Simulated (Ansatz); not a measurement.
Single sheet of InSe:

```xyz
4
Lattice="4.0266 0.0000 0.0000 -2.0133 3.4871 0.0000 0.0000 0.0000 36.7212" Properties=species:S:1:pos:R:3 pbc="T T F"
Se    0.0000    0.0000   15.6673
In    2.0133    1.1624   16.9628
In    2.0133    1.1624   19.7573
Se    0.0000    0.0000   21.0529
```

Method: Ansatz 0.2.0, DFT PBE+D3(BJ), scalar-relativistic, plane waves, PAW. Plane waves to 420 eV, a k mesh through Γ of 12×12×1 on the computed 8-atom cell and Gaussian smearing (0.02 eV); no spin polarisation. The sheet is isolated along c (Coulomb cut-off).

Two copies are stacked at this cell; shifts count in fractions of a and b, turns are about the origin, and heights relax. Binding counts from two free sheets, negative where bound; one atom of each layer keeps its place in the plane.

Question: What binding, spacing and gap does each stacking have?

Answer:
```tsv
stacking	binding (meV/Å²)	centre to centre (Å)	between outer atoms (Å)	gap (mesh and path)
Upper layer shifted by (0, 0)	-11.8	9.08	3.70	1.20 eV
Upper layer shifted by (0.333, 0.667)	-18.8	8.33	2.95	1.06 eV
Upper layer shifted by (0.667, 0.333)	-18.8	8.33	2.95	1.06 eV
Upper layer shifted by (0.5, 0)	-17.3	8.47	3.09	1.08 eV
Upper layer turned by 180 degrees and shifted by (0, 0)	-11.8	9.09	3.70	1.20 eV
Upper layer turned by 180 degrees and shifted by (0.333, 0.667)	-19.1	8.28	2.90	1.03 eV
Upper layer turned by 180 degrees and shifted by (0.667, 0.333)	-18.4	8.39	3.01	1.09 eV
Upper layer turned by 180 degrees and shifted by (0.5, 0)	-17.2	8.49	3.11	1.08 eV
```